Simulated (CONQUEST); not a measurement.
Ag under changes of volume

One of the cells (17.048 Å³/atom); the others are scaled copies at fixed shape and fractional positions:

```
Ag
1.0
     2.88888    0.00000    0.00000
     0.00000    2.88888    0.00000
     0.00000    0.00000    4.08550
Ag
2
Cartesian
  0.0000 0.0000 0.0000
  1.4444 1.4444 2.0427
```

```yaml
Program: CONQUEST 1.3
Functional: PBE
Potentials_or_basis: PseudoDojo NC PBE, SZ, grid of 32 × 32 × 40 points
k_mesh: 9 × 9 × 7
Occupations: fermi-dirac, width 0.05 eV
Spin: no spin polarisation
```

| volume (Å³/atom) | energy over the lowest point (meV/atom) | pressure (GPa) |
| --- | --- | --- |
| 16.025 | 258.82 | 31.3 |
| 16.366 | 197.14 | 26.8 |
| 16.707 | ? | ? |
| 17.048 | 98.57 | 19.7 |
| 17.389 | 59.92 | 16.7 |
| 17.730 | 27.17 | 14.0 |
| 18.071 | 0.00 | 11.7 |

Task: What does the run at 16.707 Å³/atom give?

Result: Energy over the lowest point 144.24 meV/atom; pressure 23.2 GPa.

Worked out: A Birch-Murnaghan fit of order 3 (a polynomial in V^(-2/3)) to the other rows has no minimum within the range. It gives 144.05 meV/atom at 16.707 Å³/atom, against the run's 144.24, and -dE/dV = 23.1 GPa, against 23.2.

Energies are extrapolated to zero smearing.

Caveats: the atomic basis is small; the basis of atomic orbitals isn't converged, which shifts pressures, moduli and gaps; the real-space grid breaks the cell's symmetry a little.
